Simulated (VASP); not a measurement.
# Al2ZnO4 (Gahnite) (Fd-3m) in VASP: a series of runs

The runs below take Al2ZnO4 (Gahnite) through relaxation of cell and atoms, with PBE+D3(BJ), r2SCAN.

Everything below comes from runs of VASP 6.6.1. Logs are shortened: lines on timing, memory, paths and dates and some standing lists are left out, and cuts for length are marked.

## Step 1: The crystal as given

The structure is cubic, space group Fd-3m (No. 227). The conventional cell has a = 8.085 Å, b = 8.085 Å, c = 8.085 Å, α = 90.00°, β = 90.00°, γ = 90.00°. Al (site symmetry -3m) is surrounded by 6 O at 1.91 Å. Zn (site symmetry -43m) is surrounded by 4 O at 1.95 Å. O (site symmetry 3m) is surrounded by 3 Al at 1.91 Å and 1 Zn at 1.95 Å.

## Step 2: Relaxation of cell and atoms, PBE+D3(BJ)

Input file INCAR:

```
SYSTEM = Al2ZnO4
PREC = Accurate
ENCUT = 600
EDIFF = 1E-6
ISMEAR = 0
SIGMA = 0.03
LREAL = .FALSE.
LASPH = .TRUE.
NELM = 80
ALGO = Normal
ISIF = 3
LWAVE = .FALSE.
LCHARG = .FALSE.
GGA = PE
IVDW = 12
IBRION = 2
NSW = 90
EDIFFG = -0.01
KPAR = 4
```

Input file KPOINTS:

```
regular mesh
0
G
  6 6 6
  0 0 0
```

Input file POSCAR:

```
Al2ZnO4
1.0
    0.0000000000      4.0427000000      4.0427000000
    4.0427000000      0.0000000000      4.0427000000
    4.0427000000      4.0427000000      0.0000000000
Al Zn O
4 2 8
Direct
    0.1250000000      0.1250000000      0.1250000000
    0.6250000000      0.1250000000      0.1250000000
    0.1250000000      0.1250000000      0.6250000000
    0.1250000000      0.6250000000      0.1250000000
    0.7500000000      0.7500000000      0.7500000000
    0.5000000000      0.5000000000      0.5000000000
    0.8894000000      0.8894000000      0.8894000000
    0.9182000000      0.3606000000      0.3606000000
    0.8894000000      0.8894000000      0.3318000000
    0.3606000000      0.9182000000      0.3606000000
    0.3318000000      0.8894000000      0.8894000000
    0.3606000000      0.3606000000      0.3606000000
    0.8894000000      0.3318000000      0.8894000000
    0.3606000000      0.3606000000      0.9182000000
```

Potentials or basis: VASP PAW PBE potentials, release 64 (Al, Zn, O).

Run with:

```console
> cat potpaw_PBE.64/Al/POTCAR potpaw_PBE.64/Zn/POTCAR potpaw_PBE.64/O/POTCAR > POTCAR
> mpirun -np 4 vasp_std > vasp.out
```

OUTCAR:

```text
SYSTEM = Al2ZnO4
   PREC = Accurate
   ENCUT = 600
   EDIFF = 1E-6
   ISMEAR = 0
   LREAL = .FALSE.
   LASPH = .TRUE.
   NELM = 80
   ISIF = 3
   GGA = PE
   IVDW = 12
   IBRION = 2
   NSW = 90
   EDIFFG = -0.01
 IVDW          = 12

 ion  position               nearest neighbor table
   1  0.125  0.125  0.125-   8 1.91  10 1.91  11 1.91  13 1.91   9 1.91  14 1.91   2 2.86   3 2.86
                             4 2.86   3 2.86   4 2.86   2 2.86
   2  0.625  0.125  0.125-   7 1.91  12 1.91  10 1.91   9 1.91  13 1.91  14 1.91   1 2.86   3 2.86
                             4 2.86   1 2.86   3 2.86   4 2.86
   3  0.125  0.125  0.625-   7 1.91  12 1.91  10 1.91  11 1.91   8 1.91  13 1.91   1 2.86   1 2.86
                             2 2.86   4 2.86   4 2.86   2 2.86
   4  0.125  0.625  0.125-   7 1.91  12 1.91   9 1.91  11 1.91   8 1.91  14 1.91   1 2.86   3 2.86
                             1 2.86   2 2.86   3 2.86   2 2.86
   5  0.750  0.750  0.750-   9 1.95  11 1.95  13 1.95   7 1.95
   6  0.500  0.500  0.500-   8 1.95  10 1.95  14 1.95  12 1.95
   7  0.889  0.889  0.889-   2 1.91   4 1.91   3 1.91   5 1.95
   8  0.918  0.361  0.361-   1 1.91   3 1.91   4 1.91   6 1.95
   9  0.889  0.889  0.332-   1 1.91   2 1.91   4 1.91   5 1.95
  10  0.361  0.918  0.361-   1 1.91   2 1.91   3 1.91   6 1.95
  11  0.332  0.889  0.889-   1 1.91   3 1.91   4 1.91   5 1.95
  12  0.361  0.361  0.361-   2 1.91   4 1.91   3 1.91   6 1.95
  13  0.889  0.332  0.889-   1 1.91   2 1.91   3 1.91   5 1.95
  14  0.361  0.361  0.918-   1 1.91   2 1.91   4 1.91   6 1.95

  LATTYP: Found a face centered cubic cell.
 ALAT       =     8.0854000000

  Lattice vectors:

 A1 = (   0.0000000000,   4.0427000000,   4.0427000000)
 A2 = (   4.0427000000,   0.0000000000,   4.0427000000)
 A3 = (   4.0427000000,   4.0427000000,   0.0000000000)

Analysis of symmetry for initial positions (statically):
=====================================================================
 Subroutine PRICEL returns:
 Original cell was already a primitive cell.

 Routine SETGRP: Setting up the symmetry group for a
 face centered cubic supercell.

 Subroutine GETGRP returns: Found 48 space group operations
 (whereof 24 operations were pure point group operations)
 out of a pool of 48 trial point group operations.

The static configuration has the point symmetry T_d .
 The point group associated with its full space group is O_h .

Analysis of symmetry for dynamics (positions and initial velocities):
=====================================================================
 Subroutine PRICEL returns:
 Original cell was already a primitive cell.

 Routine SETGRP: Setting up the symmetry group for a
 face centered cubic supercell.

 Subroutine GETGRP returns: Found 48 space group operations
 (whereof 24 operations were pure point group operations)
 out of a pool of 48 trial point group operations.

The dynamic configuration has the point symmetry T_d .
 The point group associated with its full space group is O_h .

 Subroutine INISYM returns: Found 48 space group operations
 (whereof 24 operations are pure point group operations),
 and found     1 'primitive' translations

----------------------------------------------------------------------------------------

                                     Primitive cell

  volume of cell :     132.1431

  direct lattice vectors                    reciprocal lattice vectors
     0.000000000  4.042700000  4.042700000    -0.123679719  0.123679719  0.123679719
     4.042700000  0.000000000  4.042700000     0.123679719 -0.123679719  0.123679719
     4.042700000  4.042700000  0.000000000     0.123679719  0.123679719 -0.123679719

  length of vectors
     5.717241169  5.717241169  5.717241169     0.214219557  0.214219557  0.214219557

  position of ions in fractional coordinates (direct lattice)
     0.125000000  0.125000000  0.125000000
     0.625000000  0.125000000  0.125000000
     0.125000000  0.125000000  0.625000000
     0.125000000  0.625000000  0.125000000
     0.750000000  0.750000000  0.750000000
     0.500000000  0.500000000  0.500000000
     0.889400000  0.889400000  0.889400000
     0.918200000  0.360600000  0.360600000
     0.889400000  0.889400000  0.331800000
     0.360600000  0.918200000  0.360600000
     0.331800000  0.889400000  0.889400000
     0.360600000  0.360600000  0.360600000
     0.889400000  0.331800000  0.889400000
     0.360600000  0.360600000  0.918200000

  ion indices of the primitive-cell ions
   primitive index   ion index
                 1           1
                 2           2
                 3           3
                 4           4
                 5           5
                 6           6
                 7           7
                 8           8
                 9           9
                10          10
                11          11
                12          12
                13          13
                14          14

----------------------------------------------------------------------------------------

 KPOINTS: regular mesh

Automatic generation of k-mesh.
 Grid dimensions read from file:
 generate k-points for:    6    6    6

 Generating k-lattice:

  Cartesian coordinates                     Fractional coordinates (reciprocal lattice)
    -0.020613286  0.020613286  0.020613286     0.166666667  0.000000000  0.000000000
     0.020613286 -0.020613286  0.020613286     0.000000000  0.166666667  0.000000000
     0.020613286  0.020613286 -0.020613286     0.000000000  0.000000000  0.166666667

  Length of vectors
     0.035703260  0.035703260  0.035703260

  Shift w.r.t. Gamma in fractional coordinates (k-lattice)
     0.000000000  0.000000000  0.000000000

 Subroutine IBZKPT returns following result:
 ===========================================

 Found     16 irreducible k-points:

 Following reciprocal coordinates:
            Coordinates               Weight
  0.000000  0.000000  0.000000      1.000000
  0.166667  0.000000  0.000000      8.000000
  0.333333  0.000000  0.000000      8.000000
  0.500000  0.000000  0.000000      4.000000
  0.166667  0.166667  0.000000      6.000000
  0.333333  0.166667  0.000000     24.000000
[... 8 lines left out ...]
 -0.333333  0.333333  0.166667     24.000000
 -0.333333  0.500000  0.166667     12.000000
   k-points           NKPTS =     16   k-points in BZ     NKDIM =     16   number of bands    NBANDS=     50
   number of dos      NEDOS =    301   number of ions     NIONS =     14
   total plane-waves  NPLWV = 110592
   dimension x,y,z NGX =    48 NGY =   48 NGZ =   48
   dimension x,y,z NGXF=    96 NGYF=   96 NGZF=   96
   ions per type =               4   2   8
   NGX,Y,Z   is equivalent  to a cutoff of  13.96, 13.96, 13.96 a.u.
   NGXF,Y,Z  is equivalent  to a cutoff of  27.91, 27.91, 27.91 a.u.
 SYSTEM =  Al2ZnO4
   PREC   = accura    normal or accurate (medium, high low for compatibility)
   ISTART =      0    job   : 0-new  1-cont  2-samecut
   ICHARG =      2    charge: 1-file 2-atom 10-const
   ISPIN  =      1    spin polarized calculation?
   LNONCOLLINEAR =      F non collinear calculations
   LSORBIT =      F    spin-orbit coupling
   LASPH  =      T    aspherical Exc in radial PAW
   ENCUT  =  600.0 eV  44.10 Ry    6.64 a.u.  11.42 11.42 11.42*2*pi/ulx,y,z
   NELM   =     80;   NELMIN=  2; NELMDL= -5     # of ELM steps
   EDIFF  = 0.1E-05   stopping-criterion for ELM
   LREAL  =      F    real-space projection
   EDIFFG = -.1E-01   stopping-criterion for IOM
   NSW    =     90    number of steps for IOM
   IBRION =      2    ionic relax: 0-MD 1-quasi-New 2-CG
   NFREE  =      1    steps in history (QN), initial steepest desc. (CG)
   ISIF   =      3    stress and relaxation
   ISYM   =      2    0-nonsym 1-usesym 2-fastsym
   POTIM  = 0.5000    time-step for ionic-motion
   TEBEG  =    0.0;   TEEND  =   0.0 temperature during run
   PSTRESS=    0.0 pullay stress
   NELECT =      84.0000    total number of electrons
   NUPDOWN=      -1.0000    fix difference up-down
   EMIN   =  10.00;   EMAX   =-10.00  energy-range for DOS
   EFERMI =   0.00;   METHOD = LEGACY
   ISMEAR =     0;   SIGMA  =   0.03  broadening in eV -4-tet -1-fermi 0-gaus
   EFERMI_NEDOS =   21; number of points for ismear=-14 and -15
   IALGO  =     38    algorithm
   IMIX   =      4    mixing-type and parameters
     AMIX     =   0.40;   BMIX     =  1.00
     AMIX_MAG =   1.60;   BMIX_MAG =  1.00
  volume/ion in A,a.u.               =       9.44        63.70
  Fermi-wavevector in a.u.,A,eV,Ry     =   1.407623  2.660022 26.958625  1.981403
  Thomas-Fermi vector in A             =   2.529864
   LORBIT       =      0    0 simple, 1 ext, 2 COOP (PROOUT), +10 PAW based schemes
   GGA     = PE    functional components
   LHFCALC =     F    Hartree Fock is set to
   AEXX    =    0.0000 exact exchange contribution
   IVDW    =    12    specifies the selected vdW correction
   LEPSILON=     F    determine dielectric tensor
   LRPA    =     F    only Hartree local field effects (RPA)
 conjugate gradient relaxation of ions
 non-spin polarized calculation
 Gauss-broadening in eV      SIGMA  =   0.03
  energy-cutoff  :      600.00
  volume of cell :      132.14
 maximum number of plane-waves:      4477
 NGX is ok and might be reduce to    48
   NGX = 23   NGY = 23   NGZ = 23

--------------------------------------- Ionic step        1  -------------------------------------------

 number of electron      83.9999998 magnetization

 Free energy of the ion-electron system (eV)
  ---------------------------------------------------
  ext. energy  EPLUGINS =         0.00000000
  ---------------------------------------------------
  free energy    TOTEN  =       -93.46202238 eV

  energy without entropy =      -93.46202238  energy(sigma->0) =      -93.46202238

------------------------ aborting loop because EDIFF is reached ----------------------------------------

 Edisp (eV)   -3.24649

 E8    (eV) :    -1.2241

  FORCE on cell =-STRESS in cart. coord.  units (eV):
  Direction    XX          YY          ZZ          XY          YZ          ZX
  --------------------------------------------------------------------------------------
  -------------------------------------------------------------------------------------
  Total       2.18217     2.18217     2.18217     0.00000     0.00000     0.00000
  in kB      26.45785    26.45785    26.45785     0.00000     0.00000     0.00000
  external pressure =       26.46 kB  Pullay stress =        0.00 kB
[... 241 lines left out ...]
  energy  without entropy=      -96.7237098901  energy(sigma->0) =      -96.72370989

--------------------------------------- Ionic step        6  -------------------------------------------

 number of electron      84.0000009 magnetization

 Free energy of the ion-electron system (eV)
  ---------------------------------------------------
  ext. energy  EPLUGINS =         0.00000000
  ---------------------------------------------------
  free energy    TOTEN  =       -93.51838223 eV

  energy without entropy =      -93.51838223  energy(sigma->0) =      -93.51838223

 E-fermi :   4.3534     XC(G=0): -11.3607

 val. band max:        4.2048099231   @ k =   0.0000   0.0000   0.0000
 cond. band min:       8.2053099849   @ k =   0.0000   0.0000   0.0000
 fundamental gap:      4.0005000617
 Fermi energy:         4.3534241323

 k-point     1 :       0.0000    0.0000    0.0000
  band No.  band energies     occupation
      1     -14.7901      2.00000
      2     -13.3344      2.00000
      3     -12.7506      2.00000
      4     -12.7506      2.00000
      5     -12.7506      2.00000
      6     -12.3985      2.00000
[... 882 lines left out ...]
  FREE ENERGIE OF THE ION-ELECTRON SYSTEM (eV)
  ---------------------------------------------------
  free  energy   TOTEN  =       -96.7237321713 eV

  energy  without entropy=      -96.7237321713  energy(sigma->0) =      -96.72373217

 reached required accuracy - stopping structural energy minimisation
```

Wall time 2.4 min (4 MPI ranks of Intel Xeon Platinum 8559C (Emerald Rapids), shared host); peak memory 0.43 GiB.

What came out:

| Quantity | Value |
| --- | --- |
| Free energy | -96.7237 eV |
| Relaxed volume | 9.56 Å³/atom |
| Relaxed cell | a = 5.741 Å, b = 5.741 Å, c = 5.741 Å, α = 60.00°, β = 60.00°, γ = 60.00° |
| Space group after relaxing (to 0.05 Å) | Fd-3m (No. 227) |
| Energy gained by relaxing | 1.1 meV/atom |
| Ionic steps | 6 |
| Pressure after relaxing | 0.0 GPa |
| Band gap on the k mesh | 4.00 eV, direct |
| Dispersion energy per atom | -0.229 eV |

The path:
```
step  energy change (eV)  largest force (eV/Å)  pressure (GPa)  volume (Å³)
   1              0.0000                0.1327            2.65       132.14
   2             -0.0033                0.1807           -2.14       135.15
   3             -0.0150                0.0383            0.09       133.74
   4             -0.0150                0.0354            0.14       133.71
   5             -0.0152                0.0152           -0.02       133.84
   6             -0.0152                0.0012            0.01       133.81
```

Final structure:
```
CELL_PARAMETERS angstrom
0.00000 4.05961 4.05961
4.05961 0.00000 4.05961
4.05961 4.05961 0.00000
ATOMIC_POSITIONS crystal
Al 0.12500 0.12500 0.12500
Al 0.62500 0.12500 0.12500
Al 0.12500 0.12500 0.62500
Al 0.12500 0.62500 0.12500
Zn 0.75000 0.75000 0.75000
Zn 0.50000 0.50000 0.50000
O 0.88924 0.88924 0.88924
O 0.91773 0.36076 0.36076
O 0.88924 0.88924 0.33227
O 0.36076 0.91773 0.36076
O 0.33227 0.88924 0.88924
O 0.36076 0.36076 0.36076
O 0.88924 0.33227 0.88924
O 0.36076 0.36076 0.91773
```

Levels at points of the mesh, in eV from the valence-band top:
```tsv
k point	band 40	band 41	band 42	band 43	band 44	band 45
(0.00, 0.00, 0.00)	0.00	0.00	0.00	4.00	7.20	7.83
(0.50, 0.00, 0.00)	-0.40	-0.29	-0.29	6.20	6.39	8.35
(0.50, 0.50, 0.00)	-0.71	-0.50	-0.50	6.88	6.88	8.97
```

A k mesh can miss the band edges. Zero-point motion and thermal expansion aren't in these numbers.

[end of part 1 of 3]
